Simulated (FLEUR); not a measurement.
# MnS (Browneite): parallel and opposed starts, part 3 of 3

Wanted: the moments of MnS (Browneite) and the energy of each order that was tried.

FLEUR MaX-R8.1; PBE with U = 4 eV on Mn d; all-electron FLAPW, Dirac cores, scalar-relativistic bands.

So far, largest spin moment in the muffin-tin sphere (μB): step 2 (run 1 (ferro +)) 4.73; step 3 (run 2 (antiferro q=(0,1/2,1/2) +-)) 4.61; step 4 (order 3, typed as antiferro q=(0,0,1/2) +-) 4.64.

## Step 5: Run 4 (no spin polarisation)

A spinless run shows what the cell costs with no moments; under a U that can hold a penalty on part-filled orbitals beside the lost exchange.

The k list default-1 (kpts.xml, not shown) is a Γ-centred 8×8×8 mesh.

The input, inp.xml:

```
<?xml version="1.0" encoding="UTF-8" standalone="no"?>
<fleurInput fleurInputVersion="0.39">
   <comment>
      MnS
   </comment>
   <calculationSetup>
      <cutoffs Kmax="4.26" Gmax="12.8" GmaxXC="12.8" numbands="0"/>
      <scfLoop itmax="120" minDistance="0.0001" maxIterBroyd="15" imix="Anderson" alpha="0.05" precondParam="0.0" spinf="2.0" sdNocoIR="T"/>
      <coreElectrons ctail="T" frcor="F" kcrel="0" coretail_lmax="0"/>
      <xcFunctional name="pbe" relativisticCorrections="F"/>
      <magnetism jspins="1"/>
      <soc l_soc="F" theta="0.0" phi="0.0" spav="F"/>
      <expertModes spex="0" secvar="F"/>
      <geometryOptimization l_f="F" forcealpha="1.0" forcemix="BFGS" epsdisp="0.00001" epsforce="0.00001"/>
      <ldaU l_linMix="F" mixParam="0.05" spinf="1.0"/>
   </calculationSetup>
   <cell>
      <bzIntegration valenceElectrons="21.0" mode="hist" fermiSmearingEnergy="0.00183747">
         <kPointListSelection listName="default-1"/>
         <xi:include xmlns:xi="http://www.w3.org/2001/XInclude" href="kpts.xml"> </xi:include>
      </bzIntegration>
      <xi:include xmlns:xi="http://www.w3.org/2001/XInclude" href="sym.xml"> </xi:include>
      <bulkLattice scale="1.0">
         <bravaisMatrix>
            <row-1>    0.0000000000000000     5.2912331488799991     5.2912331488799991</row-1>
            <row-2>    5.2912331488799991     0.0000000000000000     5.2912331488799991</row-2>
            <row-3>    5.2912331488799991     5.2912331488799991     0.0000000000000000</row-3>
         </bravaisMatrix>
      </bulkLattice>
   </cell>
   <atomSpecies>
      <species name="Manganese (Mn)" element="Mn" atomicNumber="25">
         <mtSphere radius="2.7" gridPoints="893" logIncrement="0.014"/>
         <atomicCutoffs lmax="10" lnonsphr="8"/>
         <electronConfig flipSpins="F">
            <coreConfig>(1s1/2) (2s1/2) (2p1/2) (2p3/2)</coreConfig>
            <valenceConfig>(3s1/2) (3p1/2) (3p3/2) (4s1/2) (3d3/2) (3d5/2)</valenceConfig>
            <stateOccupation state="(3d3/2)" spinUp="1.000000" spinDown="1.000000"/>
            <stateOccupation state="(3d5/2)" spinUp="1.500000" spinDown="1.500000"/>
         </electronConfig>
         <energyParameters s="4" p="4" d="3" f="4"/>
         <ldaU l="2" U="4.0" J="0.0" l_amf="F"/>
         <lo type="SCLO" l="0" n="3" eDeriv="0"/>
         <lo type="SCLO" l="1" n="3" eDeriv="0"/>
      </species>
      <species name="Sulfur (S)" element="S" atomicNumber="16">
         <mtSphere radius="1.76" gridPoints="583" logIncrement="0.02"/>
         <atomicCutoffs lmax="6" lnonsphr="4"/>
         <electronConfig flipSpins="F">
            <coreConfig>(1s1/2) (2s1/2) (2p1/2) (2p3/2)</coreConfig>
            <valenceConfig>(3s1/2) (3p1/2) (3p3/2)</valenceConfig>
            <stateOccupation state="(3p1/2)" spinUp="0.666667" spinDown="0.666667"/>
            <stateOccupation state="(3p3/2)" spinUp="1.333333" spinDown="1.333333"/>
         </electronConfig>
         <energyParameters s="3" p="3" d="3" f="4"/>
      </species>
   </atomSpecies>
   <atomGroups>
      <atomGroup species="Manganese (Mn)">
         <relPos label="                   1">.0000000000 .0000000000 .0000000000</relPos>
         <force calculate="T" relaxXYZ="TTT"/>
      </atomGroup>
      <atomGroup species="Sulfur (S)">
         <relPos label="                   2">1.000/4.000 1.000/4.000 1.000/4.000</relPos>
         <force calculate="T" relaxXYZ="TTT"/>
      </atomGroup>
   </atomGroups>
   <output dos="F" band="F" slice="F">
      <bandDOS minEnergy="-.5*Htr" maxEnergy="0.5*Htr" sigma="0.015" storeEVData="T"/>
      <plotting iplot="0" polar="F">
         <plot TwoD="T" vec1="  1.0  0.0  0.0" vec2="  0.0  1.0  0.0" vec3="  0.0  0.0  1.0" zero="  0.0  0.0  0.0" file="plot"/>
      </plotting>
      <moessbauerParams electricFieldGradient="F" isomerShift="F" coreHyperfine="F" valenceHyperfine="F"/>
   </output>
</fleurInput>
```

The input, crystal.txt:

```
MnS
&input film=F cartesian=F /
0.00000000000  2.80000000000  2.80000000000
2.80000000000  0.00000000000  2.80000000000
2.80000000000  2.80000000000  0.00000000000
1.8897261246
1.0 1.0 1.0

2
25 0.00000000000  0.00000000000  0.00000000000
16 0.25000000000  0.25000000000  0.25000000000

&kpt div1=8 div2=8 div3=8 gamma=T /
```

Command:

```
$ OMP_NUM_THREADS=1 inpgen -f crystal.txt > inpgen.log  # inp.xml is then edited as shown
$ OMP_NUM_THREADS=1 mpirun -n 4 fleur_MPI > fleur.log
```

The program printed:

```text
[banner, memory and clock lines left out]
Welcome to FLEUR        (www.flapw.de)
      MaX-Release 8.1          (www.max-centre.eu)

 ========== k-point set info ==========
 Selected k-point list: default-1
 k-point list type: mesh
 0 x 0 x 0
 Number of k points: 32

 [... set-up left out ...]
 no density matrix found ... skipping LDA+U
 Reset of history
 Iteration:     1   Distance:      16.57525814 me/bohr^3
 Iteration:     2   Distance:      25.62188061 me/bohr^3
 Iteration:     3   Distance:      24.48541878 me/bohr^3
 Iteration:     4   Distance:      14.52782571 me/bohr^3
[...]
<sumOfEigenvalues value="     -900.1119547656">
               <coreElectrons value="-885.1242291028"/>
               <valenceElectrons value="-14.9877256628"/>
            </sumOfEigenvalues>
         [... left out ...]
            <freeEnergy value="-1557.6986886136"/>
            <extrapolationTo0K value="-1557.6984127686"/>
         </totalEnergy>
         [... left out ...]
         <ldaUDensityMatrixConvergence>
            <distance spin="1" distance="0.000001"/>
         </ldaUDensityMatrixConvergence>
         <densityConvergence units="me/bohr^3">
            <chargeDensity spin="1" distance="0.0000460531"/>
         </densityConvergence>
      </iteration>
```

Run time: 26 s. Hardware: 4 MPI ranks of Intel Xeon Platinum 8488C (Sapphire Rapids), shared host; peak memory 0.25 GiB.

Read from the output:

```
free energy                                                       : -42387.1407 eV
program's band gap on this mesh (in a metal only a level spacing) : 0 eV
final state                                                       : non-magnetic (no spin polarisation)
```

It lies 4216 meV a seeded atom over the first start.

## Step 6: Energies of the orders

Free energies are divided by the number of seeded atoms, so that cells of unlike size compare. Wavevectors q in the names are fractions of the primitive cell's reciprocal vectors.

Orders:

```
                     start        final state  typed order kept  energy over the lowest (meV a seeded atom)  largest sphere moment (μB)  net moment (μB a primitive cell)  mesh matched  CPU time (s)
                   ferro +      ferromagnetic               yes                                       97.33                       4.731                                 5           yes         124.8
antiferro q=(0,1/2,1/2) +-  antiferromagnetic               yes                                           0                       4.614                                 0           yes          1237
  antiferro q=(0,0,1/2) +-  antiferromagnetic               yes                                       21.74                       4.642                                 0           yes          1369
      no spin polarisation       non-magnetic                 -                                        4313                           0                                 0           yes         101.6
```

## Step 7: Summary of results

```
lowest state found                                                       : antiferromagnetic (typed antiferro q=(0,1/2,1/2) +-)
largest site spin moment                                                 : 4.61 μB
next finished state                                                      : antiferromagnetic, 21.7 meV a seeded atom higher
spinless run over the lowest (under a U no clean measure of the moments) : 4313 meV a seeded atom
```

In words: The lowest state found is antiferromagnetic, reached from the start antiferro q=(0,1/2,1/2) +-, with moments up to 4.61 μB. The next finished state costs 22 meV a seeded atom. Under a U a spinless run can be left with part-filled orbitals, which the U penalises, or fall into a low-spin state, so its energy is no clean measure of what the moments gain. This is the lowest of 4 finished starts, no proof of the ground state.

[Logs and program files are shortened in this print: banners, set-up blocks, solver, clock and traceback lines can be left out without a mark of their own.]

[Logs are printed without paths, hosts, clocks, repeated set-up lines and the standing remarks that a program may print on its own settings, such as how far it seeks lower states.]

[Hosts, paths, dates, database ids (printed as entryN), source tags and the programs' standing remarks are cut or masked in the printed files.]

[Where a cell is said to come from a database of computed structures, the database is the Materials Project.]
